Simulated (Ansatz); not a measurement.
Phase order of Ba

Structure types of Ba are relaxed in primitive cells with their symmetry kept at 0 GPa, first on PAW files, then by LAPW. The enthalpy is E + pV at zero temperature, without zero-point motion. Only the types listed were tried, and differences under about 5 meV/atom are mesh noise.

All numbers are PBE results (scalar-relativistic) from Ansatz 0.2.0, with Fermi–Dirac smearing of 0.05 eV, no spin polarisation. Methods: LAPW: all electrons, basis error target 0.5 meV/atom; PAW: frozen-core files, cutoff 420 eV.

k meshes: fcc 11×11×11, bcc 12×12×12, hcp 11×11×6.

Spin–orbit coupling is left out, which matters for the heavy atoms.

Task: Which type is lowest in enthalpy, and by how much?

Result: bcc, 13 meV/atom below hcp. The whole table:

```csv
start type,ends as,"a, b, c (Å)",V (Å³/atom),"H − H(lowest), LAPW (meV/atom)","same, PAW"
fcc,"fcc, Fm-3m","6.338, 6.338, 6.338",63.66,16.1,16.1
bcc,"bcc, Im-3m","5.025, 5.025, 5.025",63.44,0.0,0.0
hcp,"hcp, P6_3/mmc","4.469, 4.469, 7.341",63.48,13.0,13.0
```
